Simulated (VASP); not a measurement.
A run of VASP 6.6.1 is set up as follows.

File INCAR:

```
PREC = Accurate
ENCUT = 520
EDIFF = 1E-6
ISMEAR = 0
SIGMA = 0.03
LREAL = F
LASPH = T
NELM = 80
ALGO = Fast
ISIF = 2
LWAVE = F
LCHARG = F
MAGMOM = 0 0 0 0 0 0
LORBIT = 11
LSORBIT = T
GGA_COMPAT = F
GGA = PS
NBANDS = 42
```

Contents of KPOINTS:

```
Automatic mesh
0
Gamma
  6 6 6
```

POSCAR

```
Ge                                      
1.0
   -0.0000000000      2.8370028156      2.8370028156
    2.8370028156     -0.0000000000      2.8370028156
    2.8370028156      2.8370028156     -0.0000000000
  Ge            
     2
Direct
     0.0000000000000000    0.0000000000000000    0.0000000000000000
     0.2500000000000000    0.2500000000000000    0.2500000000000000
```

KPOINTS_OPT

```
explicit points
159
Reciprocal
 0.0000000000  0.0000000000  0.0000000000 1
 0.0357142857  0.0000000000  0.0357142857 1
 0.0714285714  0.0000000000  0.0714285714 1
 0.1071428571  0.0000000000  0.1071428571 1
 0.1428571429  0.0000000000  0.1428571429 1
 0.1785714286  0.0000000000  0.1785714286 1
[... 151 lines left out ...]
 0.4250000000  0.0000000000  0.4250000000 1
 0.4500000000  0.0000000000  0.4500000000 1
```

Potentials or basis: VASP PAW PBE potentials, release 64 (Ge_d).

Command:

```console
$ cat potpaw_PBE.64/Ge_d/POTCAR > POTCAR
$ mpirun -np 1 vasp_ncl > vasp.out
```

(1) Predict the pressure.

Results:

(1) 0.1 GPa.

Caveat: the PAW data sets were made with another functional, which shifts forces and pressure a little.
